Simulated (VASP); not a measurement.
BeTe: single point with PBE

Crystal: BeTe.

```
Te Be
1.0
     0.00000    2.77000    2.77000
     2.77000    0.00000    2.77000
     2.77000    2.77000    0.00000
Te Be
1 1
Direct
  0.75000 0.75000 0.75000
  0.00000 0.00000 0.00000
```

```yaml
Program: VASP 6.6.1
Task: single point
Functional: PBE
Potentials_or_basis: VASP PAW PBE potentials, release 64 (Te, Be)
Cutoff: 520 eV
k_mesh: 8 × 8 × 8
Occupations: gaussian, width 0.011 eV
Spin: no spin polarisation
Further_INCAR_settings: ALGO = Fast; EDIFF = 1e-07
```

```
Pressure               : 4.5 GPa
Band gap on the k mesh : 1.85 eV, indirect (least direct gap 3.56 eV)
```

Levels at points of the mesh, in eV from the valence-band top:
```csv
k point,band 2,band 3,band 4,band 5,band 6,band 7
"(0.00, 0.00, 0.00)",0.00,0.00,0.00,3.56,3.56,3.56
"(0.50, 0.00, 0.00)",-5.87,-1.22,-1.22,3.21,4.56,4.56
"(0.50, 0.50, 0.00)",-5.39,-2.84,-2.84,1.85,2.59,10.02
```

It took 7 s on 1 thread of Intel(R) Xeon(R) 6975P-C (Granite Rapids) (shared host), peak memory 0.16 GiB.

Caveat: spin-orbit coupling is left out, which moves the levels of the heavy elements. A hybrid or GW would open this gap; PBE tends to underestimate it.
